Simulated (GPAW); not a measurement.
The system is TePt.

```
CELL_PARAMETERS angstrom
4.26288 0.00000 0.00000
-2.13144 3.69176 0.00000
0.00000 0.00000 5.66177
ATOMIC_POSITIONS crystal
Pt 0.00000 0.00000 0.00000
Pt 0.00000 0.00000 0.50000
Te 0.33333 0.66667 0.25000
Te 0.66667 0.33333 0.75000
```

Measurements of this composition are mostly on another form, of space group No. 166.

Base run:

| Quantity | Value |
| --- | --- |
| Program | GPAW 26.7.0 |
| Functional | PBEsol |
| Potentials or basis | PAW data sets generated in the run's folder for this functional |
| Cutoff | 600 eV |
| Basis | pw |
| k mesh | 5 × 5 × 4 |
| Occupations | fermi-dirac, width 0.05 eV |
| Spin | no spin polarisation |
| Hubbard terms | Pt d U = 3 eV |

Its results: pressure -7.0 GPa.

Q: The run is repeated on the same cell with these changes: hubbard terms from Pt d U = 3 eV to none. What comes out?

A: Pressure -5.9 GPa.

Caveats: U without spin polarisation on a metal has little footing (some runs); the U is typed as a test and isn't derived for this compound (some runs).

Not every run made on this cell is shown here.
